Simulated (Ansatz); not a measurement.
System: zinc-blende AlSb. Method: BLYP (PAW; Ansatz, a program for electronic structure).

The run printed, among other lines:

```
Crystal: 2 atoms, lattice volume = 61.761 Å³
Basis set: ecut = 520 eV, 1687 PW (Γ), exchange–correlation on 72×72×72 points (8 copies of the dense FFT grid, shifted against one another)
Bands: 13, of which v1, the nominal top of the filled ones, is band 9 counted from 1 (8 counted from 0)
Symmetry: 24 space group operations
Space group: F-43m (ITA 216), of the structure as read, at distance tolerance 4.0e-5 Å
k-points: 47 of 1000 (time reversal used)
Functional: x = b88, c = lyp
SCF iter   1: F=—  HF=-7042.578214 eV  |F-HF|=—  |Δ(HF+E_count)|=         —  Δρ=3.86e-3  dr2=7.25e-3
SCF iter   2: F=—  HF=-7042.574905 eV  |F-HF|=—  |Δ(HF+E_count)|=   3.31e-3  Δρ=1.95e-3  dr2=1.25e-3
  ...
SCF iter   7: F=—  HF=-7042.574605 eV  |F-HF|=—  |Δ(HF+E_count)|=   1.18e-9  Δρ=1.18e-6  dr2=5.11e-10
SCF iter   8: F=-7042.574605 eV  HF=-7042.574605 eV  |F-HF|=2.73e-11  |Δ(HF+E_count)|=  1.94e-10  Δρ=2.47e-7  dr2=2.91e-11
SCF 1 converged in 8 iterations: F = -7042.574605 eV  dr2 = 2.91e-11
SCF converged after 8 iterations
Free energy (F): -7042.574605 eV
Internal energy: -7042.574605 eV  (E = F + TS)
E sigma→0 (E₀):  -7042.574605 eV
Fermi energy:    6.439245 eV
--- Forces (eV/Å), atoms counted from 1 ---
  atom   1  Al     0.00000000    -0.00000000     0.00000000
  atom   2  Sb    -0.00000000     0.00000000     0.00000000
--- Stress (GPa, compression-positive) ---
        0.884980      -0.000000      -0.000000
        0.000000       0.884980       0.000000
        0.000000       0.000000       0.884980
  P = ⅓ Tr σ = 0.8850 GPa (8.850 kbar)
```

### Question
Write an input file that could have produced this run (the log leaves some choices open).

### Answer
One answer among several that fit: 
Ansatz 0.2 input:
```yaml
crystal:
  lattice:
    - [0.0, 3.1373373003, 3.1373373003]
    - [3.1373373003, 0.0, 3.1373373003]
    - [3.1373373003, 3.1373373003, 0.0]
  atoms:
    - { symbol: Al, position: [0.0, 0.0, 0.0] }
    - { symbol: Sb, position: [0.25, 0.25, 0.25] }
basis:
  ecutwfc: 520
  ecutrho_ratio: 4
  xc_grid: 2
kpoints:
  mp_grid: { grid: [10, 10, 10] }
hamiltonian:
  xc: blyp
  dispersion: none
  pseudopotentials: { kind: paw }
scf:
  occupations: { method: fermi_dirac, width: 0.01 }
  convergence: { dr2_threshold: 0.0000000002 }
output:
  forces: true
  stress: true
  eigenvalues: true
```

The cell is one volume of an energy–volume scan, off the minimum.

The PAW data were made under PBE.
